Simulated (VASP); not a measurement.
# Sb (I4/mmm) in VASP: further runs, part 2 of 2

VASP 6.6.1. The steps go on from the part before.

### 4 Single point, r2SCAN

The input, INCAR:

```
ADDGRID = False
ALGO = Normal
EDIFF = 1E-6
ENCUT = 400
ISIF = 2
ISMEAR = 0
LASPH = True
LCHARG = False
LMIXTAU = True
LREAL = False
LWAVE = False
METAGGA = R2SCAN
NBANDS = 8
NELM = 100
PREC = Low
SIGMA = 0.05
```

The input, KPOINTS:

```
k-points
0
Gamma
  5 5 5
```

The input, POSCAR:

```
Sb
1.0
   -1.5765401831      1.5765401831      2.7119384313
    1.5765401831     -1.5765401831      2.7119384313
    1.5765401831      1.5765401831     -2.7119384313
Sb
1
Direct
    0.0000000000      0.0000000000      0.0000000000
```

Potentials or basis: VASP PAW PBE potentials, release 64 (Sb).

Run with:

```
$ cat potpaw_PBE.64/Sb/POTCAR > POTCAR
$ mpirun -np 1 vasp_std > vasp.out
```

OUTCAR:

```text
EDIFF = 1E-6
   ENCUT = 400
   ISIF = 2
   ISMEAR = 0
   LASPH = True
   LREAL = False
   METAGGA = R2SCAN
   NELM = 100
   PREC = Low

 Found     18 irreducible k-points:

 Following reciprocal coordinates:
            Coordinates               Weight
  0.000000  0.000000  0.000000      1.000000
  0.200000 -0.000000  0.000000      8.000000
  0.400000  0.000000 -0.000000      8.000000
  0.200000  0.200000  0.000000      8.000000
  0.400000  0.200000  0.000000     16.000000
 -0.400000  0.200000 -0.000000     16.000000
   k-points           NKPTS =     18   k-points in BZ     NKDIM =     18   number of bands    NBANDS=      8
   number of dos      NEDOS =    301   number of ions     NIONS =      1
   total plane-waves  NPLWV =   5832
   dimension x,y,z NGX =    18 NGY =   18 NGZ =   18
   dimension x,y,z NGXF=    18 NGYF=   18 NGZF=   18
   ions per type =               1
   NGX,Y,Z   is equivalent  to a cutoff of   8.52,  8.52,  8.52 a.u.
   NGXF,Y,Z  is equivalent  to a cutoff of   8.52,  8.52,  8.52 a.u.
 SYSTEM =  unknown system
   PREC   = low       normal or accurate (medium, high low for compatibility)
   ISTART =      0    job   : 0-new  1-cont  2-samecut
   ICHARG =      2    charge: 1-file 2-atom 10-const
   ISPIN  =      1    spin polarized calculation?
   LNONCOLLINEAR =      F non collinear calculations
   LSORBIT =      F    spin-orbit coupling
   LASPH  =      T    aspherical Exc in radial PAW
   ENCUT  =  400.0 eV  29.40 Ry    5.42 a.u.   5.73  5.73  5.73*2*pi/ulx,y,z
   NELM   =    100;   NELMIN=  2; NELMDL= -5     # of ELM steps
   EDIFF  = 0.1E-05   stopping-criterion for ELM
   LREAL  =      F    real-space projection
   EDIFFG = 0.1E-04   stopping-criterion for IOM
   NSW    =      0    number of steps for IOM
   IBRION =     -1    ionic relax: 0-MD 1-quasi-New 2-CG
   NFREE  =      0    steps in history (QN), initial steepest desc. (CG)
   ISIF   =      2    stress and relaxation
   ISYM   =      2    0-nonsym 1-usesym 2-fastsym
   POTIM  = 0.5000    time-step for ionic-motion
   TEBEG  =    0.0;   TEEND  =   0.0 temperature during run
   PSTRESS=    0.0 pullay stress
   NELECT =       5.0000    total number of electrons
   NUPDOWN=      -1.0000    fix difference up-down
   EMIN   =  10.00;   EMAX   =-10.00  energy-range for DOS
   EFERMI =   0.00;   METHOD = LEGACY
   ISMEAR =     0;   SIGMA  =   0.05  broadening in eV -4-tet -1-fermi 0-gaus
   EFERMI_NEDOS =   21; number of points for ismear=-14 and -15
   IALGO  =     38    algorithm
   IMIX   =      4    mixing-type and parameters
     AMIX     =   0.40;   BMIX     =  1.00
     AMIX_MAG =   1.60;   BMIX_MAG =  1.00
  volume/ion in A,a.u.               =      26.96       181.95
  Fermi-wavevector in a.u.,A,eV,Ry     =   0.933573  1.764197 11.858269  0.871558
  Thomas-Fermi vector in A             =   2.060288
   LORBIT       =      0    0 simple, 1 ext, 2 COOP (PROOUT), +10 PAW based schemes
   METAGGA = R2SCAN    functional components
   LHFCALC =     F    Hartree Fock is set to
   AEXX    =    0.0000 exact exchange contribution
   IVDW    =     0    specifies the selected vdW correction
   LEPSILON=     F    determine dielectric tensor
   LRPA    =     F    only Hartree local field effects (RPA)
 non-spin polarized calculation
 Gauss-broadening in eV      SIGMA  =   0.05
  energy-cutoff  :      400.00
  volume of cell :       26.96
 maximum number of plane-waves:       501
   NGX = 11   NGY = 11   NGZ = 11

 number of electron       5.0000094 magnetization

 Free energy of the ion-electron system (eV)
  ---------------------------------------------------
  ext. energy  EPLUGINS =         0.00000000
  ---------------------------------------------------
  free energy    TOTEN  =       -25.17898890 eV

  energy without entropy =      -25.17386586  energy(sigma->0) =      -25.17642738

 E-fermi :   8.6501     XC(G=0): -10.7926

 val. band max:        8.6446707756   @ k =   0.4000   0.4000  -0.0000
 cond. band min:       8.6679570940   @ k =   0.4000   0.2000   0.0000
 fundamental gap:      0.0232863184
 Fermi energy:         8.6500663585

 k-point     1 :       0.0000    0.0000    0.0000
  band No.  band energies     occupation
      1      -5.1386      2.00000
      2      13.3313      0.00000
      3      14.1852      0.00000
      4      14.1853      0.00000
      5      18.1561      0.00000
      6      19.6726      0.00000
      7      19.7345      0.00000
      8      19.7346      0.00000

 k-point     2 :       0.2000   -0.0000    0.0000
  band No.  band energies     occupation
      1      -4.2935      2.00000
      2       9.2352      0.00000
      3      12.0294      0.00000
      4      14.0666      0.00000
      5      16.6305      0.00000
      6      18.4867      0.00000
      7      20.9095      0.00000
      8      21.1265      0.00000

 k-point     3 :       0.4000    0.0000   -0.0000
  band No.  band energies     occupation
      1      -1.9487      2.00000
      2       3.6451      2.00000
      3      10.4943      0.00000
      4      14.0962      0.00000
      5      15.1908      0.00000
      6      18.7826      0.00000
      7      20.0459      0.00000
      8      20.5804      0.00000

 k-point     4 :       0.2000    0.2000    0.0000
  band No.  band energies     occupation
      1      -3.0558      2.00000
      2       7.9974      2.00000
      3       8.7277      0.02803
      4      11.2820      0.00000
      5      17.3808      0.00000
      6      18.6478      0.00000
      7      19.7141      0.00000
      8      21.5582      0.00000

 k-point     5 :       0.4000    0.2000    0.0000
  band No.  band energies     occupation
      1      -0.6237      2.00000
      2       3.5188      2.00000
      3       8.6680      0.61284
      4      10.2038      0.00000
      5      15.4689      0.00000
      6      17.8638      0.00000
      7      22.3931      0.00000
      8      22.4507      0.00000

 k-point     6 :      -0.4000    0.2000   -0.0000
  band No.  band energies     occupation
      1      -1.8379      2.00000
      2       5.4333      2.00000
      3       9.7209      0.00000
      4      10.7178      0.00000
      5      15.1581      0.00000
      6      17.3544      0.00000
      7      18.8487      0.00000
      8      23.6973      0.00000

 [... further k-points ...]

------------------------ aborting loop because EDIFF is reached ----------------------------------------

  FORCE on cell =-STRESS in cart. coord.  units (eV):
  Direction    XX          YY          ZZ          XY          YZ          ZX
  --------------------------------------------------------------------------------------
  -------------------------------------------------------------------------------------
  Total        0.0553921      0.0553921      0.3395406      0.0000000      0.0000000      0.0000000
  in kB        3.2916134      3.2916134     20.1768041      0.0000000      0.0000000      0.0000000
  external PRESSURE =       8.9200103 kB  Pullay stress =       0.0000000 kB

 VOLUME and BASIS-vectors are now :
 -----------------------------------------------------------------------------
  energy-cutoff  :      400.00
  volume of cell :       26.96
      direct lattice vectors                 reciprocal lattice vectors
    -1.576540183  1.576540183  2.711938431     0.000000000  0.317150178  0.184369967
     1.576540183 -1.576540183  2.711938431     0.317150178  0.000000000  0.184369967
     1.576540183  1.576540183 -2.711938431     0.317150178  0.317150178  0.000000000

 POSITION                                       TOTAL-FORCE (eV/Angst)
 -----------------------------------------------------------------------------------
      0.00000      0.00000      0.00000        -0.000000      0.000000      0.000000
 -----------------------------------------------------------------------------------
    total drift:                                0.000000      0.000000     -0.000000

  FREE ENERGIE OF THE ION-ELECTRON SYSTEM (eV)
  ---------------------------------------------------
  free  energy   TOTEN  =       -25.1789889024 eV

  energy  without entropy=      -25.1738658638  energy(sigma->0) =      -25.17642738
```

Wall time 7.8 s (1 thread of Intel Xeon Platinum 8375C at 2.90GHz (Ice Lake), shared host); peak memory 0.1 GiB.

The run converged, but some of its settings lie outside the range that counts as converged, so its numbers aren't taken as properties of the crystal.

Results:

```
Free energy            : -25.1790 eV
Pressure               : 0.9 GPa
Band gap on the k mesh : none (metal or under the smearing width)
```

Caveat: the k mesh is coarse (spacing up to 0.56 Å⁻¹), so the values aren't converged; the PAW data sets were made with another functional, which shifts forces and pressure a little.
